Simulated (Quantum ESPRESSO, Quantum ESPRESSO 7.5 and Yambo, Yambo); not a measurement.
## GaAs (F-43m): G0W0 with and without spin-orbit coupling

Wanted: the effect of spin-orbit coupling on the quasiparticle gap of GaAs (F-43m).

Method: PBE and many-body steps on it, plane waves, in Quantum ESPRESSO 7.5 and Yambo 5.3.0.

**The experiments to reproduce.**

- Gap 1.51 eV: band-edge emission energy from PL (direct gap at Gamma); photoluminescence, 633 nm excitation; 77 K; bulk crystal (MBE GaAs matrix around a thin InAs wetting layer on semi-insulating GaAs (100)) (“Photoluminescence of InAs/GaAs quantum dots under direct two-photon excitation”, 2020, pmc:7331710).

- Gap 1.418 ± 0.005 eV: direct gap E0 at Gamma from PR; modulated photoreflectance, low-field lineshape fit; 300 K; bulk crystal (semi-insulating GaAs(001) reference substrate) (“Evidence of valence band perturbations in GaAsN/GaAs(001): A combined variable-angle spectroscopic ellipsometry and modulated photoreflectance investigation”, 2008, arxiv:0805.2212).

- Gap 1.42 eV: band-edge photoluminescence emission energy of the GaAs substrate; time-integrated photoluminescence; 300 K; bulk crystal ((001) GaAs substrate beneath GaBiAs epilayers) (“Investigation of the anisotropic electron g factor as a probe of the electronic structure of GaBixAs1-x/GaAs epilayers”, 2014, arxiv:1409.8467).

- Gap 1.412 ± 0.01 eV: direct gap E0 at Gamma from ellipsometry; variable-angle spectroscopic ellipsometry, parametric critical-point fit; 300 K; bulk crystal (semi-insulating GaAs(001) reference substrate with native oxide) (“Evidence of valence band perturbations in GaAsN/GaAs(001): A combined variable-angle spectroscopic ellipsometry and modulated photoreflectance investigation”, 2008, arxiv:0805.2212).

### Step 1. The starting structure

The structure is cubic, space group F-43m (No. 216). Conventional cell: a = 5.654 Å, b = 5.654 Å, c = 5.654 Å, α = 90.00°, β = 90.00°, γ = 90.00°. Nearest to Ga lie 4 As at 2.45 Å. Nearest to As lie 4 Ga at 2.45 Å. Farther neighbours are not listed.

The cell and positions come from the Crystallography Open Database and are kept as given unless a step says otherwise.

### Step 2. Empty states on the mesh, 4×4×4 mesh, 132 bands

This step: Quantum ESPRESSO 7.5; DFT, PBE, plane waves, norm-conserving pseudopotentials.

The sums over transitions need many empty states on a uniform mesh; this step solves for them.

pw.in

```
&control
  calculation = 'nscf'
  prefix = 'x'
  outdir = 'o'
  pseudo_dir = 'pseudo'
/
&system
  ibrav = 0
  nat = 2
  ntyp = 2
  ecutwfc = 76.0
  nbnd = 132
  force_symmorphic = .true.
/
&electrons
  conv_thr = 1e-9
  electron_maxstep = 80
  diago_full_acc = .true.
  diago_thr_init = 5e-6
/
ATOMIC_SPECIES
  Ga 69.723 Ga.upf
  As 74.922 As.upf
CELL_PARAMETERS angstrom
  0.0000000000 2.8268500000 2.8268500000
  2.8268500000 0.0000000000 2.8268500000
  2.8268500000 2.8268500000 0.0000000000
ATOMIC_POSITIONS crystal
  Ga 0.0000000000 0.0000000000 0.0000000000
  As 0.2500000000 0.2500000000 0.2500000000
K_POINTS automatic
  4 4 4 0 0 0
```

Launch:

```
> OMP_NUM_THREADS=1 mpirun -n 4 pw.x -nk 4 -in pw.in > pw.out
```

What it wrote:

```text
Program PWSCF v.7.5 starts

     This program is part of the open-source Quantum ESPRESSO suite
     for quantum simulation of materials; please cite
         "P. Giannozzi et al., J. Phys.:Condens. Matter 21 395502 (2009);
         "P. Giannozzi et al., J. Phys.:Condens. Matter 29 465901 (2017);
         "P. Giannozzi et al., J. Chem. Phys. 152 154105 (2020);
     in publications or presentations arising from this work. More details at

     Atomic positions and unit cell read from directory:
     o/x.save/

     Message from routine setup:
[...]
68.8713  69.6698  71.9647  71.9647  72.2720  72.2720  72.8241  73.2306
     [... 5 further rows ...]
   104.8640 105.4754 105.4754 106.1311 106.6087 106.6565 106.6565 107.6549
   107.6549 108.3584 108.7679 108.7679

          k = 0.3536 0.0000 0.0000 (  3399 PWs)   bands (ev):

     [... further k-points ...]

     highest occupied, lowest unoccupied level (ev):     8.8080    9.3217

     XML data file, pseudopotentials, collected wavefunctions

=------------------------------------------------------------------------------=
   JOB DONE.
=------------------------------------------------------------------------------=
```

Elapsed: 7.1 s, on 4 MPI ranks of Arm Neoverse V2, shared host; peak memory 0.35 GiB.

Numbers from this step:

- gap: 0.5137 eV
- k of the valence top: 0, 0, 0
- k of the conduction bottom: 0, 0, 0
- least direct gap: 0.5137 eV
- k points computed: 8
- lowest point of the top converged band, above the valence top: 97.4908 eV

On this mesh the gap is 0.514 eV.

The density comes from a self-consistent run that is not shown.

### Step 3. Conversion and set-up

This step: Yambo 5.3.0; conversion and set-up on PBE, plane waves, norm-conserving pseudopotentials.

The states are converted to the many-body program's format and the q mesh is built.

Launch:

```
> (cd o/x.save; p2y > p2y.log; mv SAVE ../..); yambo > setup.log
```

What it wrote:

```text
 Yambo, version 5.3.0

 [02] CORE Variables Setup
 =========================

  [02.01] Unit cells
  ==================

  Cell kind             :  FCC
  Atoms in the cell     :  Ga  As
  number of Ga atoms    :  1
  number of As atoms    :  1

  List of atomic masses
  Mass of Ga    :  69.72300
  Mass of As    :  74.92200

  List of atomic coordinates    : [cc]
  Ga1       :  0.000000  0.000000  0.000000  order 1
  As1       :  2.670986  2.670986  2.670986  order 2

  Alat factors          :  5.341972  5.341972  5.341972 [a.u.]
  Direct lattice volume :  304.8842 [a.u.]
[...]
==========================================

 IBZ Q-points                                      :   8
 BZ  Q-points                                      :   64

 K/Q-points units:
 rlu = crystal or reduced units; cc = cartesian coordinates; iku = interal k-units

 Q [1]          [rlu]:  0.000000  0.000000  0.000000
 Q [2]          [rlu]: -0.91587E-18 -0.91587E-18  0.25000
 Q [3]          [rlu]:  0.18317E-17  0.18317E-17 -0.50000
[...]
Q [7]          [rlu]:  0.52231E-17 -0.50000     -0.50000
 Q [8]          [rlu]:  0.250000 -0.500000 -0.250000

  [03.01] X indexes
  =================

   [03.01.01] Sigma indexes
   ========================

 [06] Game Over & Game summary
```

Run time: 2.3 s. Hardware: 1 MPI rank; peak memory 0.25 GiB.

### Step 4. Scalar-relativistic

G0W0 replaces the xc potential by the self-energy, built once from these orbitals. Only a window of levels is corrected, while the sums run over the empty bands that the input names.

This step: G0W0 on PBE, plane waves, norm-conserving pseudopotentials.

gw1.in

```
HF_and_locXC
gw0
dyson
ppa
em1d
rim_cut
RandQpts= 1000000
RandGvec= 1 RL
EXXRLvcs= 76 Ry
VXCRLvcs= 304 Ry
Chimod= "HARTREE"
% BndsRnXp
 1 | 132 |
%
NGsBlkXp= 10.5 Ry
% LongDrXp
 1 | 1 | 1 |
%
% GbndRnge
 1 | 132 |
%
DysSolver= "n"
ExtendOut
PPAPntXp= 27.21138 eV
% QPkrange
 1 | 1 | 13 | 16 |
%
```

Launch:

```
> OMP_NUM_THREADS=1 mpirun -n 4 yambo -F gw1.in -J gw1 -C gw1 > gw1.log
```

What it wrote:

```text
 Yambo, version 5.3.0

 [02] CORE Variables Setup
 =========================

  [... cell, symmetries and grids as in the set-up ...]

  [02.05] Energies & Occupations
  ==============================

  [X] === General ===
  [X] Electronic Temperature                        :  0.000000  0.000000 [eV K]
  [X] Bosonic    Temperature                        :  0.000000  0.000000 [eV K]
  [X] Finite Temperature mode                       : no
  [X] El. density                                   :  0.61975E+24 [cm-3]
  [X] Fermi Level                                   :  8.808015 [eV]

  [X] === Gaps and Widths ===
  [X] Conduction Band Min                           :  0.513686 [eV]
  [X] Valence Band Max                              :  0.000000 [eV]
  [X] Filled Bands                                  :  14
  [X] Empty Bands                                   :   15  132
  [X] Direct Gap                                    :  0.513686 [eV]
  [X] Direct Gap localized at k                     :  1
  [X] Indirect Gap                                  :  0.513686 [eV]
  [X] Indirect Gap between kpts                     :  1  1
  [X] Last valence band width                       :  3.339526 [eV]
  [X] 1st conduction band width                     :  4.109682 [eV]

 [03] Transferred momenta grid and indexing
 ==========================================

 IBZ Q-points                                      :   8
 BZ  Q-points                                      :   64

 K/Q-points units:
 rlu = crystal or reduced units; cc = cartesian coordinates; iku = interal k-units

 Q [1]          [rlu]:  0.000000  0.000000  0.000000
 Q [2]          [rlu]: -0.91587E-18 -0.91587E-18  0.25000
 Q [3]          [rlu]:  0.18317E-17  0.18317E-17 -0.50000
 Q [4]          [rlu]: -0.26116E-17  0.25000      0.25000
 Q [5]          [rlu]:  0.71282E-16  0.25000      0.50000
 Q [6]          [rlu]:  0.18317E-17  0.25000     -0.25000
 Q [7]          [rlu]:  0.52231E-17 -0.50000     -0.50000
 Q [8]          [rlu]:  0.250000 -0.500000 -0.250000

 [04] Coloumb potential Random Integration (RIM)
 ===============================================

  [04.01] RIM initialization
  ==========================

  * Diagonal components only detected *

  8 x (sBL volume)        :  0.101699 [a.u.]
  sBZ random points       :  1000000
  Points outside the sBZ  :   7987327
  RL volume               :  0.813588 [a.u.]
  Integrated volume       :  0.814879 [a.u.]

  [04.02] RIM integrals
  =====================

  Gamma point sphere radius             :  0.084669 [a.u.]
  Points outside the sphere             :   799513
  [Int_sBZ(q=0) 1/q^2]*(Vol_sBZ)^(-1/3) =:  7.764325
                                 should be <:  7.795600

  Summary of Coulomb integrals for non-metallic bands |Q|[au] RIM/Bare

  Q [1] 0.100000E-4 0.995988 * Q [2] 0.254653 1.066317
  Q [4] 0.294048 1.065091 * Q [6] 0.415847 1.027759
  Q [5] 0.487623 1.020584 * Q [3] 0.509306 1.018268
  Q [7] 0.588096 1.014689 * Q [8] 0.657511 1.011648

 [05] Dipoles
 ============

  [05.01] Setup: observables and procedures
  =========================================

 [06] Dynamic Dielectric Matrix (PPA)
 ====================================

 [WR./gw1//ndb.pp]---------------------------------------------------------------
  Brillouin Zone Q/K grids (IBZ/BZ)                :    8   64    8   64
  RL vectors                                       :   4279 [WF]
  Coulomb cutoff potential                         : none
  Electronic Temperature                           :  0.000000 [K]
  Bosonic    Temperature                           :  0.000000 [K]
  PPA    diel. fun.  energies                      : Perdew, Burke & Ernzerhof(X)+Perdew, Burke & Ernzerhof(C)
  wavefunctions                                    : Perdew, Burke & Ernzerhof(X)+Perdew, Burke & Ernzerhof(C)
  Global Gauge                                     : length
  X matrix size                                    :  181
  X band range                                     :    1  132
  X e/h energy range                               : -1.000000 -1.000000 [eV]
  X Time ordering                                  : R
  X Hxc Kernel                                     : HARTREE
  X Drude frequency                                :  0.000000  0.000000
  X poles                                          :  100.0000 [o/o]
  RL vectors in the sum                            :   4279
  [r,Vnl] included                                 : yes
  Field direction                                  :  0.577350E-5  0.577350E-5  0.577350E-5
  BZ energy Double Grid                            : no
  BZ energy DbGd points                            : 0
  BZ Q point size factor                           : -1.000000
  X Optical Averaged directions                    : none

 [07] Local Exchange-Correlation + Non-Local Fock
 ================================================

 [VXC] Plane waves :  27317
 [EXS] Plane waves :   3527

 QP @ state[ 1 ] K range:  1  1
 QP @ state[ 1 ] b range:  13  16

 [xc] Functional : Perdew, Burke & Ernzerhof(X)+Perdew, Burke & Ernzerhof(C)
 [xc] LIBXC used to calculate xc functional
  PP Number of Atomic Species                      :  2
  NLCC RL compoments                               :  27317
  PP Number of Atomic Species                      :  2
  NLCC RL compoments                               :  27317

 [xc] E_xc :  -20.08671 [Ha]
      E_xc :  -40.17342 [Ry]

  Local XC kind (lXC) : Perdew, Burke & Ernzerhof(X)+Perdew, Burke & Ernzerhof(C)
  Non-Local XC kind (nlXC) : Hartree-Fock

  Corrections @ K [1] :  [eV]
 <13|nlXC|13> = -15.66109  0.17713E-16 <13|lXC|13> = -13.35835  0.49395E-19
 <14|nlXC|14> = -15.66129 -0.57981E-18 <14|lXC|14> = -13.35835  0.18882E-15
 <15|nlXC|15> = -10.38568 -0.27531E-17 <15|lXC|15> = -13.90073  0.94408E-16
 <16|nlXC|16> = -6.912159  0.22971E-17 <16|lXC|16> = -10.84098  0.18882E-15

 [08] Dyson equation: Newton solver
 ==================================

  [08.01] G0W0 (W PPA)
  ====================

  [  GW  ] Bands range     :    1  132
  [GW/PPA] G damping       :  0.100000 [eV]

  QP @ state[ 1 ] K range:  1  1
  QP @ state[ 1 ] b range:  13  16

   Sc/G bands                                       :    1  132
   Sc/G damping                                     :  0.100000 ev
   Sc bands terminator                              : no
   Sx RL components                                 :   3527

   QP @ state[ 1 ] K range                          :  1  1
   QP @ state[ 1 ] b range                          :  13  16
   GF energies kind                                 : Perdew, Burke & Ernzerhof(X)+Perdew, Burke & Ernzerhof(C)
   GF WF`s kind                                     : Perdew, Burke & Ernzerhof(X)+Perdew, Burke & Ernzerhof(C)
   Xs energies kind                                 : Perdew, Burke & Ernzerhof(X)+Perdew, Burke & Ernzerhof(C)
   Xs WF`s kind                                     : Perdew, Burke & Ernzerhof(X)+Perdew, Burke & Ernzerhof(C)

 [11] Game Over & Game summary
```

The job ended after 51 s (4 MPI ranks; peak memory 1.6 GiB).

Numbers from this step:

```
G0W0 gap on the points computed              : 1.118 eV
starting gap on the mesh                     : 0.5137 eV
k of the valence top                         : 0, 0, 0
k of the conduction bottom                   : 0, 0, 0
least direct G0W0 gap on the computed points : 1.118 eV
Z at the valence top                         : 0.7969
Z at the conduction bottom                   : 0.7970
```

The gap on the mesh goes from 0.51 eV to 1.12 eV, a correction of +0.60 eV.

### Step 5. Empty states on the mesh, 4×4×4 mesh, 264 bands

This step: Quantum ESPRESSO 7.5; DFT, PBE with spin-orbit coupling, plane waves, norm-conserving pseudopotentials.

pw.in, as its differences from that of step 2:

```diff
@@ -11,4 +11,6 @@
   ecutwfc = 76.0
-  nbnd = 132
+  nbnd = 264
   force_symmorphic = .true.
+  noncolin = .true.
+  lspinorb = .true.
 /
```

Launch:

```
> OMP_NUM_THREADS=1 mpirun -n 4 pw.x -nk 4 -in pw.in > pw.out
```

What it wrote:

```text
[banner, memory and clock lines left out]
Program PWSCF v.7.5 starts

     Atomic positions and unit cell read from directory:
     o/x.save/

     Message from routine setup:
     using ibrav=0 with symmetry is DISCOURAGED, use correct ibrav instead

     G-vector sticks info

     bravais-lattice index     =            0
     lattice parameter (alat)  =       7.5547  a.u.
     unit-cell volume          =     304.8842 (a.u.)^3
     number of atoms/cell      =            2
     number of atomic types    =            2
     number of electrons       =        28.00
[...]
[... 21 further rows ...]
[...]
k = 0.1768 0.1768-0.1768 (  3416 PWs)   bands (ev):

[...]
[... 21 further rows ...]
[...]
k =-0.3536-0.3536 0.3536 (  3426 PWs)   bands (ev):

[...]
[... 21 further rows ...]
   106.6098 106.6098 106.6561 106.6561 106.6600 106.6600 107.6236 107.6236
   107.6757 107.6757 108.3592 108.3592 108.7647 108.7647 108.7729 108.7729

          k = 0.3536 0.0000 0.0000 (  3399 PWs)   bands (ev):

     [... further k-points ...]

     highest occupied, lowest unoccupied level (ev):     8.9222    9.3283

     XML data file, pseudopotentials, collected wavefunctions
```

Run time: 40 s. Hardware: 4 MPI ranks; peak memory 0.85 GiB.

This step gave:

```yaml
gap: 0.4061 eV
k_of_the_valence_top: 0, 0, 0
k_of_the_conduction_bottom: 0, 0, 0
least_direct_gap: 0.4061 eV
k_points_computed: 8
lowest_point_of_the_top_converged_band_above_the_valence_top: 97.4078 eV
```

On this mesh the gap is 0.406 eV.

The density comes from a self-consistent run that is not shown, made with spin-orbit coupling and fully relativistic files.

### Step 6. Conversion and set-up

This step: Yambo 5.3.0; conversion and set-up on PBE with spin-orbit coupling, plane waves, norm-conserving pseudopotentials.

Launch:

```
> (cd o/x.save; p2y > p2y.log; mv SAVE ../..); yambo > setup.log
```

What it wrote:

```text
 Yambo, version 5.3.0

 [02] CORE Variables Setup
 =========================

  [02.01] Unit cells
  ==================

  Cell kind             :  FCC
  Atoms in the cell     :  Ga  As
  number of Ga atoms    :  1
  number of As atoms    :  1

  List of atomic masses
  Mass of Ga    :  69.72300
  Mass of As    :  74.92200

  List of atomic coordinates    : [cc]
  Ga1       :  0.000000  0.000000  0.000000  order 1
  As1       :  2.670986  2.670986  2.670986  order 2

  Alat factors          :  5.341972  5.341972  5.341972 [a.u.]
  Direct lattice volume :  304.8842 [a.u.]
[...]
==========================================

 IBZ Q-points                                      :   8
 BZ  Q-points                                      :   64

 K/Q-points units:
 rlu = crystal or reduced units; cc = cartesian coordinates; iku = interal k-units

 Q [1]          [rlu]:  0.000000  0.000000  0.000000
 Q [2]          [rlu]: -0.91587E-18 -0.91587E-18  0.25000
 Q [3]          [rlu]:  0.18317E-17  0.18317E-17 -0.50000
[...]
Q [7]          [rlu]:  0.52231E-17 -0.50000     -0.50000
 Q [8]          [rlu]:  0.250000 -0.500000 -0.250000

  [03.01] X indexes
  =================

   [03.01.01] Sigma indexes
   ========================

 [06] Game Over & Game summary
```

It took 2.8 s on 1 MPI rank; peak memory 0.25 GiB.

(Continued in part 2 of 2.)

[Paths, hosts, dates, memory and timing lines, banners, echoed tables and standing remarks are left out of the program output.]

[Logs are printed without paths, hosts, clocks, repeated set-up lines and the standing remarks that a program may print on its own settings, such as how far it seeks lower states.]

[Runs of the session that timed out or met a known fault of the program may be left out.]

[Hosts, paths, dates, database ids (printed as entryN), source tags and the programs' standing remarks are cut or masked in the printed files.]
